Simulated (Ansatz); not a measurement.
Method: DFT PBE, scalar-relativistic, plane waves, PAW in Ansatz. Settings: cutoff 420 eV, Γ-centred meshes spaced at most about 0.3 Å⁻¹, and about 0.25 Å⁻¹ or finer for metals (2π included), Gaussian smearing. No spin polarisation.

These are static total energies at zero pressure.

Problem. Order these relaxed structures of Al₅P₂ by energy, lowest first, with the energy over the lowest of them.
A.

Space group R-3m:H (No. 166). a = 3.508 Å, b = 3.508 Å, c = 35.422 Å, α = 90.00°, β = 90.00°, γ = 120.00°
| atom | site | symmetry | x | y | z |
| --- | --- | --- | --- | --- | --- |
| Al | 6c | 3m | 0.0000 | 0.0000 | 0.2229 |
| Al | 6c | 3m | 0.0000 | 0.0000 | 0.3046 |
| Al | 3b | -3m | 0.3333 | 0.6667 | 0.1667 |
| P | 6c | 3m | 0.0000 | 0.0000 | 0.0693 |

B.

Space group P-4m2 (No. 115). a = 3.810 Å, b = 3.810 Å, c = 9.968 Å, α = 90.00°, β = 90.00°, γ = 90.00°
```tsv
atom	site	symmetry	x	y	z
Al	1a	-4m2	0.0000	0.0000	0.0000
Al	2f	2mm.	0.5000	0.5000	0.7138
Al	2g	2mm.	0.5000	0.0000	0.5165
P	2g	2mm.	0.5000	0.0000	0.1421
```

C.

Space group P-3m1 (No. 164). a = 3.563 Å, b = 3.563 Å, c = 12.127 Å, α = 90.00°, β = 90.00°, γ = 120.00°
```tsv
atom	site	symmetry	x	y	z
Al	2c	3m.	0.0000	0.0000	0.8928
Al	2d	3m.	0.3333	0.6667	0.6585
Al	1b	-3m.	0.0000	0.0000	0.5000
P	2d	3m.	0.6667	0.3333	0.7869
```

Solution. B (0 meV/atom), A (45 meV/atom), C (79 meV/atom). Counting Al atoms around P (those within 1.25 times the shortest such distance or 1.15 times the sum of covalent radii, 1.27 where that leaves under three): B has P 4; A has P 6; C has P 6. All come from invented guesses.

In P-4m2, R-3m, P-3m1 an odd number of electrons in the primitive cell allows no gap without spin; a larger cell or a magnetic state could open one. Cells relaxed within their symmetry can be saddle points. Some candidate types were left out of the draw beforehand, so a known form may be missing.
